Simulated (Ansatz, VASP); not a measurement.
**TiCo: VASP beside Ansatz**

```xyz
2
Lattice="2.9887 0.0000 0.0000 0.0000 2.9887 0.0000 0.0000 0.0000 2.9887" Properties=species:S:1:pos:R:3 pbc="T T T"
Ti    0.0000    0.0000    0.0000
Co    1.4944    1.4944    1.4944
```

Alike in both runs: task single point; functional r2SCAN; k mesh 12 × 12 × 12; occupations gaussian, width 0.05 eV; no spin polarisation.

|  | VASP | Ansatz |
| --- | --- | --- |
| version | VASP 6.6.1 | Ansatz 0.2.0 |
| potentials or method | VASP PAW PBE potentials, release 64 (Ti_sv, Co) | scalar-relativistic, plane waves, PAW |
| plane-wave cutoff (eV) | 520 | 500 |
| valence electrons in the cell | 21 | 29 |

VASP gave:

* gap on the k mesh at the Fermi level (eV): none
* pressure (GPa): -6.5

Task: Which values does Ansatz return?

Result: gap on the k mesh at the Fermi level (eV): none; pressure (GPa): -6.9.

A gap of «none» marks a metal or a gap that the smearing closes. With one functional, cell and mesh, what is left measures potentials, basis and numerics. The two sets of potentials don't hold the same shells in valence.

Caveats: the PAW data sets were made with another functional, which shifts forces and pressure a little (VASP). Spin polarisation is off, so any magnetic state and its effect on volume and gap are missing.
